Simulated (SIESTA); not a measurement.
Runs of SIESTA 5.4.2 on Pd. Symmetry: P6_3/mmc, No. 194, hexagonal system. The conventional cell has a = 2.784 Å, b = 2.784 Å, c = 4.629 Å, α = 90.00°, β = 90.00°, γ = 120.00°. Around Pd (site symmetry -6m2) lie 12 Pd at 2.78 to 2.82 Å. This isn't the form of Pd at room conditions, which is fcc.

```tsv
task	level	potentials or basis	cell	gap on the mesh (eV)	pressure (GPa)
band structure	PBEsol	PseudoDojo 0.4 standard (PBEsol files), SZ (energy shift 0.003 Ry)	as given	none	-4.1
single point	PBE	PseudoDojo 0.4 standard (PBE files), DZP (energy shift 0.003 Ry; two zetas on semicore shells)	atoms moved at random, drawn with an rms of 0.05 Å	none	0.5
band structure	PBEsol	PseudoDojo 0.4 standard (PBEsol files), TZDP (energy shift 0.003 Ry; two zetas on semicore shells)	as given	none	-9.0
single point	PBE	PseudoDojo 0.4 standard (PBE files), DZP (energy shift 0.003 Ry; two zetas on semicore shells)	as given	none	-0.3
band structure	PBEsol	PseudoDojo 0.4 standard (PBEsol files), DZ (energy shift 0.003 Ry; two zetas on semicore shells)	as given	none	(b)
band structure	PBEsol	PseudoDojo 0.4 standard (PBEsol files), DZP (energy shift 0.003 Ry; two zetas on semicore shells)	as given	none	(a)
band structure	PBEsol	PseudoDojo 0.4 standard (PBEsol files), TZP (energy shift 0.003 Ry; two zetas on semicore shells)	as given	none	-9.1
band structure	PBEsol	PseudoDojo 0.4 standard (PBEsol files), SZP (energy shift 0.003 Ry)	as given	none	-12.5
```

Alike in all rows: no spin polarisation; k mesh 11 × 11 × 6; smearing fermi-dirac 0.05 eV; grid cutoff 800 Ry; energy shift 0.003 Ry.

Q: Fill in the values left out.

A: (a) -9.3; (b) -12.1.

Caveats: the basis of atomic orbitals isn't converged, which shifts pressures, moduli and gaps; the basis has no polarisation orbitals (some runs).

A k mesh can miss the band edges, and the runs leave out spin-orbit coupling on Pd.

A gap of «none» marks a metal or a gap under the smearing width.
